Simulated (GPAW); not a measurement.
**Does TiAl15As16 (AlAs32 Ti1) carry moments in GPAW?**

Aim: find out whether TiAl15As16 (AlAs32 Ti1) carries moments when they start parallel, and what they gain.

Main program and level: GPAW 26.7.0; PBE; plane waves with GPAW's PAW setups, scalar-relativistic.

### 1. Set-up

The structure is tetragonal, space group P-42m (No. 111). The conventional cell has a = 11.322 Å, b = 11.322 Å, c = 5.661 Å, α = 90.00°, β = 90.00°, γ = 90.00°. Nearest to Ti lie 4 As at 2.45 Å. Nearest to As lie 3 Al at 2.45 Å and 1 Ti at 2.45 Å. Nearest to Al lie 4 As at 2.45 Å. As has 4 Al at 2.45 Å nearest. Nearest to As lie 4 Al at 2.45 Å. Farther neighbours, and contacts between anions beyond the nearest, are not listed.

The cell is a made-up one and need not be a known phase.

### 2. Start 1: ferro +

The parallel start comes first: it fits the smallest cell, keeps the most symmetry and shows whether parallel moments form.

The input, order1.py:

```python
import json
import numpy as np
from ase import Atoms
from ase.parallel import paropen, parprint
from gpaw import GPAW

atoms = Atoms(['Ti', 'As', 'Al', 'As', 'Al', 'As', 'Al', 'As', 'Al', 'As', 'Al', 'As', 'Al', 'As', 'Al', 'As', 'Al', 'As', 'Al', 'As', 'Al', 'As', 'Al', 'As', 'Al', 'As', 'Al', 'As', 'Al', 'As', 'Al', 'As'],
    cell=[[11.322, 0.0, 0.0],
         [0.0, 11.322, 0.0],
         [0.0, 0.0, 5.661]],
    scaled_positions=[[0.0, 0.0, 0.0],
         [0.125, 0.125, 0.25],
         [0.0, 0.25, 0.5],
         [0.125, 0.375, 0.75],
         [0.25, 0.0, 0.5],
         [0.375, 0.125, 0.75],
         [0.25, 0.25, 0.0],
         [0.375, 0.375, 0.25],
         [0.0, 0.5, 0.0],
         [0.125, 0.625, 0.25],
         [0.0, 0.75, 0.5],
         [0.125, 0.875, 0.75],
         [0.25, 0.5, 0.5],
         [0.375, 0.625, 0.75],
         [0.25, 0.75, 0.0],
         [0.375, 0.875, 0.25],
         [0.5, 0.0, 0.0],
         [0.625, 0.125, 0.25],
         [0.5, 0.25, 0.5],
         [0.625, 0.375, 0.75],
         [0.75, 0.0, 0.5],
         [0.875, 0.125, 0.75],
         [0.75, 0.25, 0.0],
         [0.875, 0.375, 0.25],
         [0.5, 0.5, 0.0],
         [0.625, 0.625, 0.25],
         [0.5, 0.75, 0.5],
         [0.625, 0.875, 0.75],
         [0.75, 0.5, 0.5],
         [0.875, 0.625, 0.75],
         [0.75, 0.75, 0.0],
         [0.875, 0.875, 0.25]],
    pbc=True,
    magmoms=[1.0, 0.0, 0.0, 0.0, 0.0, 0.0, 0.0, 0.0, 0.0, 0.0, 0.0, 0.0, 0.0, 0.0, 0.0, 0.0, 0.0, 0.0, 0.0, 0.0, 0.0, 0.0, 0.0, 0.0, 0.0, 0.0, 0.0, 0.0, 0.0, 0.0, 0.0, 0.0])
atoms.calc = GPAW(mode={'name': 'pw', 'ecut': 450},
    xc='PBE',
    kpts={'size': (3, 3, 5), 'gamma': True},
    occupations={'name': 'fermi-dirac', 'width': 0.05},
    convergence={'density': 1e-05, 'energy': 1e-05},
    maxiter=200,
    mixer={'name': 'pulay', 'beta': 0.05, 'nmaxold': 6, 'weight': 50},
    symmetry={'tolerance': 1e-4},
    txt='order1.txt')
e = atoms.get_potential_energy(force_consistent=True)
res = {'free_energy': e, 'energy_sigma0': atoms.get_potential_energy(), 'fermi_energy': atoms.calc.get_fermi_level()}
res['moments'] = atoms.get_magnetic_moments().tolist()
res['total'] = atoms.get_magnetic_moment()
parprint('site moments (muB):', np.round(res['moments'], 3))
parprint(f"total moment: {res['total']:.3f} muB")
parprint(f'free energy: {e:.6f} eV')
atoms.calc.write('order1.gpw')
with paropen('results.json', 'w') as f:
    json.dump(res, f)
```

On the command line:

```bash
OMP_NUM_THREADS=1 mpirun -n 4 gpaw python order1.py > order1.log
```

Log:

```text
site moments (muB): [ 0.655 -0.012  0.008  0.     0.008  0.     0.003 -0.     0.     0.
  0.008 -0.012  0.    -0.     0.003  0.     0.     0.     0.    -0.
  0.008 -0.012  0.003  0.     0.    -0.     0.     0.     0.     0.
  0.003 -0.012]
total moment: 1.000 muB
free energy: -151.490350 eV

--- order1.txt ---
Input parameters:
  mode=PW(ecut=450),
  convergence={'density': 1e-05, 'energy': 1e-05},
  kpts=MonkhorstPack(size=(3, 3, 5), gamma=True),
  maxiter=200,
  mixer=Pulay(name='pulay', nmaxold=6, beta=0.05, weight=50, sigma=0.015, g_ss=None),
  occupations=Occupations(name='fermi-dirac', width=0.05),
  symmetry=Symmetry(tolerance=0.0001),
  xc=XC(name='PBE')

Diagonalizing LCAO Hamiltonian
Converting LCAO to pw mode
        .---------------------------.
       /|                           |
      / |                           |
     /  |  As            As         |
    /   |       As            As    |
   /  Al|           Al              |
  /    As         As As         As  |
 *      .--Al------------Al---------.
 |     / As As         As As       /
 | Al /      Al  Al        Al     /
 |   Al Al    As   Al Al    As   /
 |  /As            As           /
 | /      Al            Al     /
 |/                           /
 Ti------------Al------------*

Atoms  # Å, Bohr magnetons
|    | symbol |        x |        y |        z |    initial magnetic moments |
|----|--------|----------|----------|----------|-----------------------------|
|  0 |     Ti | 0.000000 | 0.000000 | 0.000000 | ( 0.0000,  0.0000,  1.0000) |
|  1 |     As | 1.415250 | 1.415250 | 1.415250 | ( 0.0000,  0.0000,  0.0000) |
|  2 |     Al | 0.000000 | 2.830500 | 2.830500 | ( 0.0000,  0.0000,  0.0000) |
|  3 |     As | 1.415250 | 4.245750 | 4.245750 | ( 0.0000,  0.0000,  0.0000) |
|  4 |     Al | 2.830500 | 0.000000 | 2.830500 | ( 0.0000,  0.0000,  0.0000) |
|  5 |     As | 4.245750 | 1.415250 | 4.245750 | ( 0.0000,  0.0000,  0.0000) |
|  6 |     Al | 2.830500 | 2.830500 | 0.000000 | ( 0.0000,  0.0000,  0.0000) |
|  7 |     As | 4.245750 | 4.245750 | 1.415250 | ( 0.0000,  0.0000,  0.0000) |
|  8 |     Al | 0.000000 | 5.661000 | 0.000000 | ( 0.0000,  0.0000,  0.0000) |
|  9 |     As | 1.415250 | 7.076250 | 1.415250 | ( 0.0000,  0.0000,  0.0000) |
| 10 |     Al | 0.000000 | 8.491500 | 2.830500 | ( 0.0000,  0.0000,  0.0000) |
| 11 |     As | 1.415250 | 9.906750 | 4.245750 | ( 0.0000,  0.0000,  0.0000) |
| 12 |     Al | 2.830500 | 5.661000 | 2.830500 | ( 0.0000,  0.0000,  0.0000) |
| 13 |     As | 4.245750 | 7.076250 | 4.245750 | ( 0.0000,  0.0000,  0.0000) |
| 14 |     Al | 2.830500 | 8.491500 | 0.000000 | ( 0.0000,  0.0000,  0.0000) |
| 15 |     As | 4.245750 | 9.906750 | 1.415250 | ( 0.0000,  0.0000,  0.0000) |
| 16 |     Al | 5.661000 | 0.000000 | 0.000000 | ( 0.0000,  0.0000,  0.0000) |
| 17 |     As | 7.076250 | 1.415250 | 1.415250 | ( 0.0000,  0.0000,  0.0000) |
| 18 |     Al | 5.661000 | 2.830500 | 2.830500 | ( 0.0000,  0.0000,  0.0000) |
| 19 |     As | 7.076250 | 4.245750 | 4.245750 | ( 0.0000,  0.0000,  0.0000) |
| 20 |     Al | 8.491500 | 0.000000 | 2.830500 | ( 0.0000,  0.0000,  0.0000) |
| 21 |     As | 9.906750 | 1.415250 | 4.245750 | ( 0.0000,  0.0000,  0.0000) |
| 22 |     Al | 8.491500 | 2.830500 | 0.000000 | ( 0.0000,  0.0000,  0.0000) |
| 23 |     As | 9.906750 | 4.245750 | 1.415250 | ( 0.0000,  0.0000,  0.0000) |
| 24 |     Al | 5.661000 | 5.661000 | 0.000000 | ( 0.0000,  0.0000,  0.0000) |
| 25 |     As | 7.076250 | 7.076250 | 1.415250 | ( 0.0000,  0.0000,  0.0000) |
| 26 |     Al | 5.661000 | 8.491500 | 2.830500 | ( 0.0000,  0.0000,  0.0000) |
| 27 |     As | 7.076250 | 9.906750 | 4.245750 | ( 0.0000,  0.0000,  0.0000) |
| 28 |     Al | 8.491500 | 5.661000 | 2.830500 | ( 0.0000,  0.0000,  0.0000) |
| 29 |     As | 9.906750 | 7.076250 | 4.245750 | ( 0.0000,  0.0000,  0.0000) |
| 30 |     Al | 8.491500 | 8.491500 | 0.000000 | ( 0.0000,  0.0000,  0.0000) |
| 31 |     As | 9.906750 | 9.906750 | 1.415250 | ( 0.0000,  0.0000,  0.0000) |

Unit cell  # Å
| periodic |         x |         y |        z |   lengths |    angles |
|----------|-----------|-----------|----------|-----------|-----------|
|      yes | 11.322000 |  0.000000 | 0.000000 | 11.322000 | 90.000000 |
|      yes |  0.000000 | 11.322000 | 0.000000 | 11.322000 | 90.000000 |
|      yes |  0.000000 |  0.000000 | 5.661000 |  5.661000 | 90.000000 |

Number of symmetries: 8

BZ-sampling:
  Number of BZ points: 45
  Number of IBZ points: 9

  Monkhorst-Pack size: [3, 3, 5]
  Monkhorst-Pack shift: [0, 0, 0]

K-points  # in reciprocal-cell coordinates
|   |                                coordinates |     weight |
|---|--------------------------------------------|------------|
| 0 | (  0.00000000,   0.00000000,   0.00000000) | 0.02222222 |
| 1 | (  0.00000000,   0.00000000,   0.20000000) | 0.04444444 |
| 2 | (  0.00000000,   0.00000000,   0.40000000) | 0.04444444 |
| 3 | (  0.33333333,   0.00000000,   0.00000000) | 0.08888889 |
| 4 | (  0.33333333,   0.00000000,   0.20000000) | 0.17777778 |
| 5 | (  0.33333333,   0.00000000,   0.40000000) | 0.17777778 |
| 6 | (  0.33333333,   0.33333333,   0.00000000) | 0.08888889 |
| 7 | (  0.33333333,   0.33333333,   0.20000000) | 0.17777778 |
| 8 | (  0.33333333,   0.33333333,   0.40000000) | 0.17777778 |

Plane wave coefficients: 15772
Cutoff: 450.000000 eV

Spin-components: 2 (collinear spins)
Bands:           87
Projectors:      161
Spin-degeneracy: 1
Datatype:        complex128

Parallelization:
  kpt:    4
  domain: 1
  band:   1

Density:
  Valence electrons: 137.0
  Components: 2
  Grid points: [56 56 28]
  Charge: 0.0  # |e|

Potential:
  Grid points: [56 56 28]

species:
  Ti:
    name:    Titanium
    Z:       22.0
    valence: 12
    core:    10
    charge:  0.0  # [|e|]
    compensation charges:
      type: gauss
      rc: 0.38  # [Å]
      lmax: 2
    cutoffs:
      filter: 2.23  # [Å]
      core: 1.02  # [Å]
    projectors
    | kind |    occ | energy [eV] | rcut [Å] |
    |------|--------|-------------|----------|
    |   3s |  2.000 |     -62.623 |    1.270 |
    |   4s |  2.000 |      -4.466 |    1.270 |
    |   3p |  6.000 |     -38.862 |    1.058 |
    |   4p |  0.000 |      -1.466 |    1.058 |
    |   3d |  2.000 |      -4.258 |    1.058 |
    |    d |        |      22.953 |    1.058 |

    Using partial waves for Ti as LCAO basis

  As:
    name:    Arsenic
    Z:       33.0
    valence: 5
    core:    28
    charge:  0.0  # [|e|]
    compensation charges:
      type: gauss
      rc: 0.33  # [Å]
      lmax: 2
    cutoffs:
      filter: 1.87  # [Å]
      core: 2.96  # [Å]
    projectors
    | kind |    occ | energy [eV] | rcut [Å] |
    |------|--------|-------------|----------|
    |   4s |  2.000 |     -14.487 |    1.058 |
    |   4p |  3.000 |      -5.196 |    1.058 |
    |    s |        |      12.725 |    1.058 |
    |    p |        |      22.016 |    1.058 |
    |    d |        |       0.000 |    1.058 |

    Using partial waves for As as LCAO basis

  Al:
    name:    Aluminium
    Z:       13.0
    valence: 3
    core:    10
    charge:  0.0  # [|e|]
    compensation charges:
      type: gauss
      rc: 0.34  # [Å]
      lmax: 2
    cutoffs:
      filter: 1.91  # [Å]
      core: 2.36  # [Å]
    projectors
    | kind |    occ | energy [eV] | rcut [Å] |
    |------|--------|-------------|----------|
    |   3s |  2.000 |      -7.753 |    1.085 |
    |   3p |  1.000 |      -2.712 |    1.085 |
    |    s |        |      19.459 |    1.085 |
    |    p |        |      24.499 |    1.085 |
    |    d |        |       0.000 |    1.085 |

    Using partial waves for Al as LCAO basis

Reference energy: -1106322.940857  # eV

eigensolver:
  PPCG
  Converge bands: occupied
  niter=2

density mixing:
  Pulay-Mixer
  Linear mixing parameters: 0.05
  Old densities: 6
  Fourier metric: weight=50, sigma=0.015

occupation numbers:
  Fermi-Dirac:
    width: 0.0500  # eV

poisson solver:
  ecut: 3600.000000  # eV

xc functional:
  name: PBE with 2 nearest neighbor stencil

convergence criteria:
- Maximum integral of absolute [dens]ity change: 1e-05 electrons / valence electron
- Maximum [total energy] change in last 3 cyles: 1e-05 eV / valence electron
- Maximum integral of absolute [eigenst]ate change: 4e-08 eV^2 / valence electron
maximum number of iterations: 200

SCF iterations
|iter     |      energy | eigst |  dens |  magmom |
|---------|-------------|-------|-------|---------|
|iter:   1|       0s | -153.461012 | -0.36 |       |  +1.0033|
|iter:   2|      15s | -153.154667 | -1.91 | -0.85 |  +1.0031|
|iter:   3|      29s | -151.423583 | -1.58 | -0.88 |  +1.0015|
|iter:   4|      43s | -151.444923 | -1.86 | -1.14 |  +1.0004|
|iter:   5|      58s | -151.545502 | -2.55 | -1.34 |  +0.9981|
|iter:   6|      72s | -151.507564 | -3.50 | -1.82 |  +0.9980|
|iter:   7|      86s | -151.474134 | -2.70 | -1.95 |  +0.9981|
|iter:   8|     100s | -151.469364 | -3.72 | -2.23 |  +0.9982|
|iter:   9|     114s | -151.469309 | -3.68 | -2.36 |  +0.9985|
|iter:  10|     129s | -151.468824c| -4.39 | -2.61 |  +0.9989|
|iter:  11|     143s | -151.468568c| -4.91 | -2.76 |  +0.9990|
|iter:  12|     157s | -151.468612c| -6.32 | -2.87 |  +0.9991|
|iter:  13|     171s | -151.468759c| -5.71 | -2.92 |  +0.9993|
|iter:  14|     185s | -151.468768c| -6.66 | -3.29 |  +0.9994|
|iter:  15|     199s | -151.468814c| -5.86 | -3.36 |  +0.9995|
|iter:  16|     213s | -151.468812c| -6.71 | -3.60 |  +0.9995|
|iter:  17|     227s | -151.468814c| -7.46c| -3.71 |  +0.9996|
|iter:  18|     242s | -151.468831c| -7.09 | -3.74 |  +0.9996|
|iter:  19|     249s | -151.468831c| -7.59c| -3.95 |  +0.9996|
|iter:  20|     263s | -151.468839c| -7.25 | -3.98 |  +0.9997|
|iter:  21|     271s | -151.468840c| -7.70c| -4.23 |  +0.9997|
|iter:  22|     285s | -151.468840c| -7.37 | -4.31 |  +0.9997|
|iter:  23|     292s | -151.468841c| -7.63c| -4.53 |  +0.9997|
|iter:  24|     299s | -151.468841c| -7.88c| -4.75 |  +0.9997|
|iter:  25|     307s | -151.468841c| -8.48c| -4.79 |  +0.9997|
|iter:  26|     314s | -151.468841c| -8.47c| -4.83 |  +0.9997|
|iter:  27|     322s | -151.468841c| -9.18c| -4.84 |  +0.9997|
|iter:  28|     329s | -151.468841c| -8.47c| -4.88 |  +0.9997|
|iter:  29|     337s | -151.468841c| -8.66c| -5.04c|  +0.9997|

Converged in 29 steps
Energy contributions relative to reference atoms: (reference = -1106322.940857)

Energy contributions:
  Kinetic:         324.445239
  Coulomb:        -288.204538
  Zero:             -0.317193
  External:          0.000000
  Xc:             -187.370841
  Entropy:          -0.043018
  Spinorbit:         0.000000
  ----------------------------
  Free energy:    -151.490350
  Extrapolated:   -151.468841

dipole moment: (-94.039659, -94.039659, -85.801880)  # |e|*Ang

Total magnetic moment: (0.000000, 0.000000, 0.999672)

Local magnetic moments
|        x |        y |         z |
|----------|----------|-----------|
| 0.000000 | 0.000000 |  0.655458 |  # Ti   0
| 0.000000 | 0.000000 | -0.011882 |  # As   1
| 0.000000 | 0.000000 |  0.008002 |  # Al   2
| 0.000000 | 0.000000 |  0.000102 |  # As   3
| 0.000000 | 0.000000 |  0.008002 |  # Al   4
| 0.000000 | 0.000000 |  0.000102 |  # As   5
| 0.000000 | 0.000000 |  0.003425 |  # Al   6
| 0.000000 | 0.000000 | -0.000417 |  # As   7
| 0.000000 | 0.000000 |  0.000346 |  # Al   8
| 0.000000 | 0.000000 |  0.000102 |  # As   9
| 0.000000 | 0.000000 |  0.008002 |  # Al  10
| 0.000000 | 0.000000 | -0.011882 |  # As  11
| 0.000000 | 0.000000 |  0.000143 |  # Al  12
| 0.000000 | 0.000000 | -0.000417 |  # As  13
| 0.000000 | 0.000000 |  0.003425 |  # Al  14
| 0.000000 | 0.000000 |  0.000102 |  # As  15
[...]
| 0.000000 | 0.000000 |  0.003425 |  # Al  22
| 0.000000 | 0.000000 |  0.000102 |  # As  23
| 0.000000 | 0.000000 |  0.000446 |  # Al  24
| 0.000000 | 0.000000 | -0.000417 |  # As  25
| 0.000000 | 0.000000 |  0.000143 |  # Al  26
| 0.000000 | 0.000000 |  0.000102 |  # As  27
| 0.000000 | 0.000000 |  0.000143 |  # Al  28
| 0.000000 | 0.000000 |  0.000102 |  # As  29
| 0.000000 | 0.000000 |  0.003425 |  # Al  30
| 0.000000 | 0.000000 | -0.011882 |  # As  31

Fermi level: 5.445
Eigenvalues  # (at kpt = [0.000, 0.000, 0.000])
| band index |      eig [eV] | occ [0-1] |      eig [eV] | occ [0-1] |
|------------|---------------|-----------|---------------|-----------|
|          0 |       -52.219 |     1.000 |       -51.495 |     1.000 |
|        ... |               |           |               |           |
|         61 |         3.331 |     1.000 |         3.385 |     1.000 |
|         62 |         3.455 |     1.000 |         3.456 |     1.000 |
|         63 |         3.455 |     1.000 |         3.491 |     1.000 |
|         64 |         3.456 |     1.000 |         3.491 |     1.000 |
|         65 |         4.150 |     1.000 |         4.182 |     1.000 |
|         66 |         4.174 |     1.000 |         4.199 |     1.000 |
|         67 |         4.174 |     1.000 |         4.199 |     1.000 |
|         68 |         5.251 |     0.980 |         5.742 |     0.003 |
|         69 |         5.265 |     0.973 |         5.767 |     0.002 |
|         70 |         5.684 |     0.008 |         5.767 |     0.002 |
|         71 |         5.724 |     0.004 |         5.921 |     0.000 |
|         72 |         5.724 |     0.004 |         5.954 |     0.000 |
|         73 |         6.450 |     0.000 |         6.459 |     0.000 |
|         74 |         6.592 |     0.000 |         6.785 |     0.000 |
|         75 |         6.746 |     0.000 |         6.808 |     0.000 |
|         76 |         6.746 |     0.000 |         6.904 |     0.000 |
|        ... |               |           |               |           |
|         86 |         8.051 |     0.000 |         8.070 |     0.000 |

No gap
No difference between direct/indirect transitions
```

Wall time 6 min (4 MPI ranks of Arm Neoverse V2, shared host); peak memory 2.2 GiB.

Spin moment in the augmentation sphere by element, in μB:

```
element  atoms    mean  spread (r.m.s.)   least  largest
     Ti      1   0.655            0.000   0.655    0.655
     As     16  -0.003            0.005  -0.012    0.000
     Al     15   0.003            0.003   0.000    0.008
```

The atoms farthest from the mean of their element:

```
atom       x, y, z (Å)  spin moment in the augmentation sphere (μB)
As32  9.91, 9.91, 1.42                                       -0.012
 As2  1.42, 1.42, 1.42                                       -0.012
As22  9.91, 1.42, 4.25                                       -0.012
As12  1.42, 9.91, 4.25                                       -0.012
 Al3  0.00, 2.83, 2.83                                        0.008
 Al5  2.83, 0.00, 2.83                                        0.008
Al21  8.49, 0.00, 2.83                                        0.008
Al11  0.00, 8.49, 2.83                                        0.008
```

This step gave:

```yaml
magnetization: 0.9997 μB
final_state: ferromagnetic
```

After 29 cycles the largest moment stands at 0.655 μB.

(Continued in part 2 of 2.)

[Long decimals in the printed logs are rounded to 6 places.]

[Logs and program files are shortened in this print: banners, set-up blocks, solver, clock and traceback lines can be left out without a mark of their own.]

[Logs are printed without paths, hosts, clocks, repeated set-up lines and the standing remarks that a program may print on its own settings, such as how far it seeks lower states.]

[Hosts, paths, dates, database ids (printed as entryN), source tags and the programs' standing remarks are cut or masked in the printed files.]

[Where the starting crystal was built by hand or by swapping elements, it need not be the compound's stable phase.]

[Where a cell is said to come from a database of computed structures, the database is the Materials Project.]

[Runs that the program refused, that were killed for memory or that had too few empty states are not shown or counted.]

[Lattice constants of own cells that a recipe calls measured were typed without a cited source.]
